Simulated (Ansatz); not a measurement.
## Is this MgO structure a true minimum?

The cell was found from a structure generator's guess, not taken from experiment.

Method: DFT PBE, scalar-relativistic, plane waves, PAW (Ansatz). Cutoff 420 eV; k points 10×10×10 on the computed 2-atom cell (Γ-centred); Gaussian smearing, width 0.02 eV; no spin polarisation.

The cell below (2 atoms, space group Pm-3m (No. 221)) is relaxed within its symmetry.

```cif
data_structure
_symmetry_space_group_name_H-M 'P 1'
_symmetry_Int_Tables_number 1
_cell_length_a 2.6597
_cell_length_b 2.6597
_cell_length_c 2.6597
_cell_angle_alpha 90.000
_cell_angle_beta 90.000
_cell_angle_gamma 90.000
_cell_volume 18.81
loop_
_atom_site_label
_atom_site_type_symbol
_atom_site_fract_x
_atom_site_fract_y
_atom_site_fract_z
_atom_site_occupancy
Mg1 Mg 0.00000 0.00000 0.00000 1
O1 O 0.50000 0.50000 0.50000 1
```

For the test a repeat of it with 8 atoms (edges 2.66, 5.32, 5.32 Å) was strained at random (σ = 1.5 % a component), the atoms were moved at random (σ = 0.05 Å), and all was relaxed again on a coarse 6×4×4 mesh (in the run’s order of axes) with 0.10 eV smearing, with no symmetry imposed.

Question: Is the structure stable against such a distortion?

Answer: It doesn't return. The energy falls by 603 meV/atom on that mesh, the volume changes by 3.8 %, and the end has space group P6_3/mmc (No. 194) at a loose tolerance. Relaxed again on a 12×12×6 mesh with 0.02 eV smearing, the new structure lies 602 meV/atom below the first (mesh in the axes of the run's cell; the cell below is made exact in the group named). Space group P6_3/mmc (No. 194), hexagonal, a = 2.958 Å, c = 5.156 Å. Mg has 6 O at 2.14 Å and 2 Mg at 2.58 Å; O is surrounded by 6 Mg at 2.14 Å.

```
CELL_PARAMETERS angstrom
2.95798 0.00000 0.00000
-1.47899 2.56168 0.00000
0.00000 0.00000 5.15619
ATOMIC_POSITIONS crystal
Mg 0.00000 0.00000 0.00000
Mg 0.00000 0.00000 0.50000
O 0.33333 0.66667 0.75000
O 0.66667 0.33333 0.25000
```
